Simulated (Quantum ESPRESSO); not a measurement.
# InP (F-43m) in Quantum ESPRESSO: a series of runs, part 2 of 3

Quantum ESPRESSO 7.5.

**3. Dielectric tensor, PBE**

The input, pw.in:

```
&CONTROL
  calculation = 'scf'
  prefix = 'pwscf'
  outdir = './tmp'
  pseudo_dir = './pseudo'
  tprnfor = .true.
  tstress = .true.
  disk_io = 'low'
/
&SYSTEM
  ibrav = 0
  nat = 2
  ntyp = 2
  ecutwfc = 56
  ecutrho = 448
  nbnd = 15
  occupations = 'smearing'
  smearing = 'fd'
  degauss = 0.00367493
/
&ELECTRONS
  conv_thr = 4d-10
  electron_maxstep = 120
  mixing_beta = 0.5
/
ATOMIC_SPECIES
In   114.8180 in_pbe_v1.4.uspp.F.UPF
P     30.9738 p_pbe_v1.5.uspp.F.UPF
CELL_PARAMETERS bohr
   0.0000000000    5.5378424082    5.5378424082
   5.5378424082    0.0000000000    5.5378424082
   5.5378424082    5.5378424082    0.0000000000
ATOMIC_POSITIONS bohr
In     0.0000000000    0.0000000000    0.0000000000
P      8.3067636123    8.3067636123    8.3067636123
K_POINTS automatic
6 6 6 1 1 1
```

The input, gamma.in:

```
&CONTROL
  calculation = 'bands'
  prefix = 'pwscf'
  outdir = './tmp'
  pseudo_dir = './pseudo'
  disk_io = 'low'
  verbosity = 'high'
/
&SYSTEM
  ibrav = 0
  nat = 2
  ntyp = 2
  ecutwfc = 56
  ecutrho = 448
  nbnd = 15
  occupations = 'smearing'
  smearing = 'fd'
  degauss = 0.00367493
/
&ELECTRONS
  conv_thr = 1d-08
  electron_maxstep = 120
  mixing_beta = 0.5
  diago_full_acc = .true.
  startingwfc = 'random'
/
ATOMIC_SPECIES
In   114.8180 in_pbe_v1.4.uspp.F.UPF
P     30.9738 p_pbe_v1.5.uspp.F.UPF
CELL_PARAMETERS bohr
   0.0000000000    5.5378424082    5.5378424082
   5.5378424082    0.0000000000    5.5378424082
   5.5378424082    5.5378424082    0.0000000000
ATOMIC_POSITIONS bohr
In     0.0000000000    0.0000000000    0.0000000000
P      8.3067636123    8.3067636123    8.3067636123
K_POINTS crystal
1
0.0 0.0 0.0 1
```

The input, scf2.in:

```
&CONTROL
  calculation = 'scf'
  prefix = 'pwscf'
  outdir = './tmp'
  pseudo_dir = './pseudo'
  tprnfor = .true.
  tstress = .true.
  disk_io = 'low'
/
&SYSTEM
  ibrav = 0
  nat = 2
  ntyp = 2
  ecutwfc = 56
  ecutrho = 448
  nbnd = 15
  occupations = 'fixed'
/
&ELECTRONS
  conv_thr = 1d-13
  electron_maxstep = 120
  mixing_beta = 0.5
  startingpot = 'file'
/
ATOMIC_SPECIES
In   114.8180 in_pbe_v1.4.uspp.F.UPF
P     30.9738 p_pbe_v1.5.uspp.F.UPF
CELL_PARAMETERS bohr
   0.0000000000    5.5378424082    5.5378424082
   5.5378424082    0.0000000000    5.5378424082
   5.5378424082    5.5378424082    0.0000000000
ATOMIC_POSITIONS bohr
In     0.0000000000    0.0000000000    0.0000000000
P      8.3067636123    8.3067636123    8.3067636123
K_POINTS automatic
6 6 6 1 1 1
```

The input, ph.in:

```
dielectric of InP
&INPUTPH
  prefix = 'pwscf'
  outdir = './tmp'
  tr2_ph = 1d-18
  fildyn = 'dyn'
  niter_ph = 90
  alpha_mix(1) = 0.7
  epsil = .true.
  trans = .false.
  zeu = .true.
/
0.0000000000 0.0000000000 0.0000000000
```

Potentials or basis: GBRV 1.5 PBE.

Command:

```console
$ OMP_NUM_THREADS=1 pw.x -in pw.in > pw.out
$ OMP_NUM_THREADS=1 pw.x -in gamma.in > gamma.out
$ OMP_NUM_THREADS=1 pw.x -in scf2.in > scf2.out
$ OMP_NUM_THREADS=1 ph.x -in ph.in > ph.out
```

pw.out:

```text
This program is part of the open-source Quantum ESPRESSO suite
     for quantum simulation of materials; please cite
[... 9 lines left out ...]
     --------------------
     sticks:   dense  smooth     PW     G-vecs:    dense   smooth      PW
     Sum        1891     955    295                54313    19339    3287

     Using Slab Decomposition

     bravais-lattice index     =            0
     lattice parameter (alat)  =       7.8317  a.u.
     unit-cell volume          =     339.6658 (a.u.)^3
     number of atoms/cell      =            2
     number of atomic types    =            2
     number of electrons       =        18.00
     number of Kohn-Sham states=           15
     kinetic-energy cutoff     =      56.0000  Ry
     charge density cutoff     =     448.0000  Ry
     scf convergence threshold =      4.0E-10
     mixing beta               =       0.5000
     number of iterations used =            8  plain     mixing
     Exchange-correlation=  SLA  PW   PBX  PBC
                           (   1   4   3   4   0   0   0)

     celldm(1)=   7.831692  celldm(2)=   0.000000  celldm(3)=   0.000000
     celldm(4)=   0.000000  celldm(5)=   0.000000  celldm(6)=   0.000000

     crystal axes: (cart. coord. in units of alat)
               a(1) = (   0.000000   0.707107   0.707107 )
               a(2) = (   0.707107   0.000000   0.707107 )
               a(3) = (   0.707107   0.707107   0.000000 )

     reciprocal axes: (cart. coord. in units 2 pi/alat)
               b(1) = ( -0.707107  0.707107  0.707107 )
               b(2) = (  0.707107 -0.707107  0.707107 )
               b(3) = (  0.707107  0.707107 -0.707107 )

     PseudoPot. # 1 for In read from file:
     in_pbe_v1.4.uspp.F.UPF
     Pseudo is Ultrasoft + core correction, Zval = 13.0
     Generated by new atomic code, or converted to UPF format
     Using radial grid of  889 points,  6 beta functions with:
                l(1) =   0
                l(2) =   0
                l(3) =   1
                l(4) =   1
                l(5) =   2
                l(6) =   2
     Q(r) pseudized with  6 coefficients,  rinner =    1.400   1.400   1.400
                                                       1.400   1.400

     PseudoPot. # 2 for P  read from file:
     p_pbe_v1.5.uspp.F.UPF
     Pseudo is Ultrasoft + core correction, Zval =  5.0
     Generated by new atomic code, or converted to UPF format
     Using radial grid of  903 points,  6 beta functions with:
                l(1) =   0
                l(2) =   0
                l(3) =   1
                l(4) =   1
                l(5) =   2
                l(6) =   2
     Q(r) pseudized with  8 coefficients,  rinner =    1.300   1.300   1.300
                                                       1.300   1.300

     atomic species   valence    mass     pseudopotential
     In               13.00   114.81800     In( 1.00)
     P                 5.00    30.97380     P ( 1.00)

     24 Sym. Ops. (no inversion) found

   Cartesian axes

     site n.     atom                  positions (alat units)
         1        In     tau(   1) = (   0.0000000   0.0000000   0.0000000  )
         2        P      tau(   2) = (   1.0606602   1.0606602   1.0606602  )

     number of k points=    28  Fermi-Dirac smearing, width (Ry)=  0.0037
                       cart. coord. in units 2pi/alat
        k(    1) = (   0.0589256   0.0589256   0.0589256), wk =   0.0185185
        k(    2) = (   0.1767767   0.1767767  -0.0589256), wk =   0.0555556
        k(    3) = (   0.2946278   0.2946278  -0.1767767), wk =   0.0555556
        k(    4) = (  -0.2946278  -0.2946278   0.4124790), wk =   0.0555556
        k(    5) = (  -0.1767767  -0.1767767   0.2946278), wk =   0.0555556
        k(    6) = (  -0.0589256  -0.0589256   0.1767767), wk =   0.0555556
[... 20 lines left out ...]
        k(   27) = (   0.2946278   0.2946278   0.2946278), wk =   0.0185185
        k(   28) = (  -0.2946278  -0.2946278   0.8838835), wk =   0.0555556

     Dense  grid:    54313 G-vectors     FFT dimensions: (  54,  54,  54)

     Smooth grid:    19339 G-vectors     FFT dimensions: (  40,  40,  40)

     Initial potential from superposition of free atoms

     starting charge      16.4998, renormalised to      18.0000
     Starting wfcs are   13 randomized atomic wfcs +    2 random wfcs

     Self-consistent Calculation

     iteration #  1     ecut=    56.00 Ry     beta= 0.50
     Davidson diagonalization with overlap
     ethr =  1.00E-02,  avg # of iterations =  7.8

     total energy              =    -148.07147199 Ry
     estimated scf accuracy    <       2.62751559 Ry

     iteration #  2     ecut=    56.00 Ry     beta= 0.50
     Davidson diagonalization with overlap
     ethr =  1.00E-02,  avg # of iterations =  2.0
[... 50 lines left out ...]
     total energy              =    -149.03080648 Ry
     estimated scf accuracy    <          4.8E-10 Ry

     iteration # 10     ecut=    56.00 Ry     beta= 0.50
     Davidson diagonalization with overlap
     ethr =  2.69E-12,  avg # of iterations =  5.7

     End of self-consistent calculation

          k = 0.0589 0.0589 0.0589 (  2409 PWs)   bands (ev):

    -7.2100  -7.1978  -7.1978  -7.0501  -7.0501  -4.4610   6.0746   6.9000
     6.9000   8.3402  11.1006  11.2008  11.2008  15.9616  16.0468

          k = 0.1768 0.1768-0.0589 (  2417 PWs)   bands (ev):

    -7.2503  -7.1844  -7.1787  -7.0534  -7.0454  -4.0518   4.2877   6.0408
     6.7102   9.1704  11.3044  11.5208  12.1299  15.0231  15.8439

          k = 0.2946 0.2946-0.1768 (  2407 PWs)   bands (ev):

    -7.3036  -7.1642  -7.1634  -7.0462  -7.0392  -3.2090   2.1186   5.5658
     6.1951   9.0342  11.7882  11.8983  13.3691  15.7476  16.2422

          k =-0.2946-0.2946 0.4125 (  2406 PWs)   bands (ev):

    -7.3217  -7.1609  -7.1575  -7.0412  -7.0355  -2.7828   1.3263   5.5754
     5.8904   8.9422  11.5586  12.0398  14.1503  16.2794  17.4695

          k =-0.1768-0.1768 0.2946 (  2412 PWs)   bands (ev):
[... 6 lines left out ...]
    -7.2362  -7.1871  -7.1855  -7.0551  -7.0454  -4.2521   5.0917   6.4708
     6.5517   9.1115  10.6575  11.7933  11.7998  14.9078  16.2741

          k = 0.2946 0.0589 0.0589 (  2411 PWs)   bands (ev):

    -7.2797  -7.1655  -7.1638  -7.0651  -7.0373  -3.8543   4.0229   5.8633
     5.8849   9.8007  10.1584  12.5775  12.7143  14.2538  16.6708

          k = 0.4125 0.1768-0.0589 (  2403 PWs)   bands (ev):

    -7.3205  -7.1497  -7.1405  -7.0695  -7.0310  -3.1596   2.5879   4.8284
     5.5404   9.9681  10.6979  12.3555  13.6284  15.3036  17.5887

          k =-0.1768-0.4125 0.5303 (  2405 PWs)   bands (ev):

    -7.3357  -7.1506  -7.1321  -7.0580  -7.0351  -2.5022   1.4677   4.2850
     5.3461   9.9785  11.3396  12.8694  13.9867  15.6877  17.6485

          k =-0.0589-0.2946 0.4125 (  2404 PWs)   bands (ev):

    -7.3201  -7.1555  -7.1419  -7.0575  -7.0383  -2.8944   2.1041   4.3125
     5.7362  10.1841  11.4291  12.2024  13.4803  15.3080  17.5569

          k = 0.0589-0.1768 0.2946 (  2409 PWs)   bands (ev):

    -7.2830  -7.1688  -7.1638  -7.0593  -7.0388  -3.6727   3.4103   5.4167
     6.2456   9.7213  10.9134  12.2803  12.4960  14.7739  16.5824

          k = 0.5303 0.0589 0.0589 (  2405 PWs)   bands (ev):

    -7.3608  -7.1170  -7.1142  -7.0894  -7.0212  -2.6983   2.0055   4.7280
     4.9417   9.1006   9.8237  14.3383  14.9037  15.9203  17.5880

          k =-0.0589-0.5303 0.6482 (  2396 PWs)   bands (ev):

    -7.3677  -7.1205  -7.1058  -7.0836  -7.0240  -2.1858   1.3812   4.0954
     4.6574   9.5218  10.4023  14.1218  15.0916  16.4064  17.9996

          k = 0.0589-0.4125 0.5303 (  2390 PWs)   bands (ev):

    -7.3440  -7.1440  -7.1193  -7.0639  -7.0373  -2.3033   1.4892   3.7257
     5.1246   9.9809  11.8547  12.9934  14.4042  15.0640  16.8653

          k = 0.1768-0.2946 0.4125 (  2403 PWs)   bands (ev):

    -7.3209  -7.1585  -7.1498  -7.0500  -7.0358  -2.8402   1.6599   4.9865
     5.7850   9.5545  11.3500  12.4206  13.6540  16.0375  17.1340

          k =-0.6482 0.0589 0.0589 (  2407 PWs)   bands (ev):

    -7.3803  -7.1056  -7.1001  -7.0945  -7.0174  -2.2227   1.3474   4.4771
     4.7309   8.9428   9.5496  15.4398  15.8760  16.5852  17.7871

          k =-0.5303 0.1768-0.0589 (  2397 PWs)   bands (ev):

    -7.3509  -7.1320  -7.1180  -7.0791  -7.0259  -2.6013   1.8666   4.3637
     4.9598   9.7083  10.5616  13.0532  14.7627  15.9991  18.2203

          k =-0.4125 0.0589 0.0589 (  2407 PWs)   bands (ev):

    -7.3249  -7.1397  -7.1377  -7.0779  -7.0285  -3.3087   2.9674   5.2092
     5.3424   9.4385  10.1628  13.2812  13.7825  14.8496  17.1474

          k = 0.1768 0.1768 0.1768 (  2418 PWs)   bands (ev):

    -7.2637  -7.1779  -7.1779  -7.0474  -7.0474  -3.8627   3.5452   6.4282
     6.4282   8.7705  11.7704  11.7704  12.2890  15.5654  15.5654

          k = 0.2946 0.2946 0.0589 (  2402 PWs)   bands (ev):
[... 21 lines left out ...]
    -7.3411  -7.1468  -7.1202  -7.0661  -7.0347  -2.4479   1.6580   3.9772
     5.0102  10.6239  11.2302  12.1885  14.7032  15.3253  17.4855

          k =-0.0589-0.2946 0.6482 (  2400 PWs)   bands (ev):

    -7.3530  -7.1396  -7.1079  -7.0713  -7.0335  -2.1479   1.4149   3.8562
     4.4778  10.6066  11.3876  12.6921  13.9330  16.3637  18.2421

          k =-0.7660 0.1768 0.1768 (  2393 PWs)   bands (ev):

    -7.3572  -7.1294  -7.1131  -7.0758  -7.0294  -2.2165   1.4076   3.7511
     5.0652   9.3779  11.3718  14.1496  14.3443  15.6099  16.9937

          k = 0.2946 0.2946 0.2946 (  2413 PWs)   bands (ev):

    -7.3131  -7.1640  -7.1640  -7.0384  -7.0384  -2.9991   1.5811   6.0617
     6.0617   8.5208  11.8223  11.8223  13.8987  16.0838  16.9387

          k =-0.2946-0.2946 0.8839 (  2400 PWs)   bands (ev):

    -7.3274  -7.1551  -7.1460  -7.0469  -7.0390  -2.6374   1.4197   4.6516
     5.7330   9.6047  11.4585  12.5178  14.0663  16.3631  16.6530

     the Fermi energy is     7.6375 ev

!    total energy              =    -149.03080648 Ry
     estimated scf accuracy    <          7.7E-11 Ry
     smearing contrib. (-TS)   =      -0.00000000 Ry
     internal energy E=F+TS    =    -149.03080648 Ry

     The total energy is F=E-TS. E is the sum of the following terms:
     one-electron contribution =     -55.66520291 Ry
     hartree contribution      =      40.10949361 Ry
     xc contribution           =     -43.75469298 Ry
     ewald contribution        =     -89.72040420 Ry

     convergence has been achieved in  10 iterations

     Forces acting on atoms (cartesian axes, Ry/au):

     atom    1 type  1   force =     0.00000000    0.00000000   -0.00000000
     atom    2 type  2   force =    -0.00000000   -0.00000000    0.00000000

     Total force =     0.000000     Total SCF correction =     0.000000

     Computing stress (Cartesian axis) and pressure

          total   stress  (Ry/bohr**3)                   (kbar)     P=       31.46
   0.00021386   0.00000000  -0.00000000           31.46        0.00       -0.00
  -0.00000000   0.00021386  -0.00000000           -0.00       31.46       -0.00
  -0.00000000  -0.00000000   0.00021386           -0.00       -0.00       31.46

=------------------------------------------------------------------------------=
   JOB DONE.
=------------------------------------------------------------------------------=
```

It took 8.8 min on 1 thread of Intel Xeon at 2.50GHz (Skylake/Cascade Lake), shared host; peak memory 0.24 GiB.

What came out:

| Property | Result |
| --- | --- |
| Free energy | -2027.6674 eV |
| Pressure | 3.1 GPa |
| Electronic dielectric tensor (diagonal) | 10.96 |
| Born charges (mean of the diagonal) | In +2.54; P -2.54 e |

Levels at points of the mesh, in eV from the valence-band top:
```tsv
k point	band 6	band 7	band 8	band 9	band 10	band 11	band 12	band 13
(0.08, 0.08, 0.08)	-11.36	-0.83	0.00	0.00	1.44	4.20	4.30	4.30
```

Electronic dielectric tensor:
```
10.96  0.00  0.00
 0.00 10.96  0.00
 0.00  0.00 10.96
```

Born effective charge tensors (e):
atom 1, In
```
2.54 0.00 0.00
0.00 2.54 0.00
0.00 0.00 2.54
```
atom 2, P
```
-2.54  0.00  0.00
 0.00 -2.54  0.00
 0.00  0.00 -2.54
```

Caveat: the mesh is thin for the dielectric tensor, Born charges and intensities, which usually come out too large; the cell is more than 3 GPa from zero pressure, which shifts response properties.

**4. Dielectric tensor, PBEsol**

pw.in: that of step 3 with these lines changed.

```diff
@@ -26,4 +26,4 @@
 ATOMIC_SPECIES
-In   114.8180 in_pbe_v1.4.uspp.F.UPF
-P     30.9738 p_pbe_v1.5.uspp.F.UPF
+In   114.8180 in_pbesol_v1.4.uspp.F.UPF
+P     30.9738 p_pbesol_v1.5.uspp.F.UPF
 CELL_PARAMETERS bohr
```

gamma.in: that of step 3 with these lines changed.

```diff
@@ -27,4 +27,4 @@
 ATOMIC_SPECIES
-In   114.8180 in_pbe_v1.4.uspp.F.UPF
-P     30.9738 p_pbe_v1.5.uspp.F.UPF
+In   114.8180 in_pbesol_v1.4.uspp.F.UPF
+P     30.9738 p_pbesol_v1.5.uspp.F.UPF
 CELL_PARAMETERS bohr
```

scf2.in: that of step 3 with these lines changed.

```diff
@@ -25,4 +25,4 @@
 ATOMIC_SPECIES
-In   114.8180 in_pbe_v1.4.uspp.F.UPF
-P     30.9738 p_pbe_v1.5.uspp.F.UPF
+In   114.8180 in_pbesol_v1.4.uspp.F.UPF
+P     30.9738 p_pbesol_v1.5.uspp.F.UPF
 CELL_PARAMETERS bohr
```

ph.in is that of step 3.

Potentials or basis: GBRV 1.5 PBEsol.

Command:

```console
$ OMP_NUM_THREADS=1 pw.x -in pw.in > pw.out
$ OMP_NUM_THREADS=1 pw.x -in gamma.in > gamma.out
$ OMP_NUM_THREADS=1 pw.x -in scf2.in > scf2.out
$ OMP_NUM_THREADS=1 ph.x -in ph.in > ph.out
```

pw.out:

```text
This program is part of the open-source Quantum ESPRESSO suite
     for quantum simulation of materials; please cite
         "P. Giannozzi et al., J. Phys.:Condens. Matter 21 395502 (2009);
         "P. Giannozzi et al., J. Phys.:Condens. Matter 29 465901 (2017);
         "P. Giannozzi et al., J. Chem. Phys. 152 154105 (2020);
     in publications or presentations arising from this work. More details at

     Message from routine setup:
     using ibrav=0 with symmetry is DISCOURAGED, use correct ibrav instead

     G-vector sticks info
     --------------------
     sticks:   dense  smooth     PW     G-vecs:    dense   smooth      PW
     Sum        1891     955    295                54313    19339    3287

     Using Slab Decomposition

     bravais-lattice index     =            0
     lattice parameter (alat)  =       7.8317  a.u.
     unit-cell volume          =     339.6658 (a.u.)^3
     number of atoms/cell      =            2
[... 247 lines left out ...]

          k =-0.5303 0.1768-0.0589 (  2397 PWs)   bands (ev):

    -7.4257  -7.2038  -7.1895  -7.1497  -7.0951  -2.7074   1.7112   4.2159
     4.8257   9.4990  10.3770  12.8508  14.5886  15.8040  18.0746

          k =-0.4125 0.0589 0.0589 (  2407 PWs)   bands (ev):
[... 51 lines left out ...]
    -7.4021  -7.2273  -7.2178  -7.1168  -7.1086  -2.7412   1.2527   4.5063
     5.6134   9.4195  11.2572  12.3442  13.8614  16.1338  16.4832

     the Fermi energy is     7.4984 ev

!    total energy              =    -148.69748295 Ry
     estimated scf accuracy    <          3.1E-10 Ry
     smearing contrib. (-TS)   =      -0.00000000 Ry
     internal energy E=F+TS    =    -148.69748295 Ry

     The total energy is F=E-TS. E is the sum of the following terms:
     one-electron contribution =     -55.70431370 Ry
     hartree contribution      =      40.01524709 Ry
     xc contribution           =     -43.28801214 Ry
     ewald contribution        =     -89.72040420 Ry

     convergence has been achieved in   9 iterations

     Forces acting on atoms (cartesian axes, Ry/au):

     atom    1 type  1   force =    -0.00000000   -0.00000000    0.00000000
     atom    2 type  2   force =     0.00000000    0.00000000   -0.00000000

     Total force =     0.000000     Total SCF correction =     0.000000

     Computing stress (Cartesian axis) and pressure

          total   stress  (Ry/bohr**3)                   (kbar)     P=        4.25
   0.00002889   0.00000000  -0.00000000            4.25        0.00       -0.00
   0.00000000   0.00002889   0.00000000            0.00        4.25        0.00
  -0.00000000   0.00000000   0.00002889           -0.00        0.00        4.25

=------------------------------------------------------------------------------=
   JOB DONE.
=------------------------------------------------------------------------------=
```

It took 8.7 min on 1 thread of Intel Xeon at 2.50GHz (Skylake/Cascade Lake), shared host; peak memory 0.24 GiB.

Results:

| Quantity | Value |
| --- | --- |
| Free energy | -2023.1323 eV |
| Pressure | 0.4 GPa |
| Electronic dielectric tensor (diagonal) | 11.45 |
| Born charges (mean of the diagonal) | In +2.51; P -2.52 e |

Electronic dielectric tensor:
```
11.45  0.00  0.00
 0.00 11.45  0.00
 0.00  0.00 11.45
```

Born effective charge tensors (e):
atom 1, In
```
2.51 0.00 0.00
0.00 2.51 0.00
0.00 0.00 2.51
```
atom 2, P
```
-2.52  0.00  0.00
 0.00 -2.52  0.00
 0.00  0.00 -2.52
```

Caveat: the mesh is thin for the dielectric tensor, Born charges and intensities, which usually come out too large.

(Part 2 of 3 ends here.)
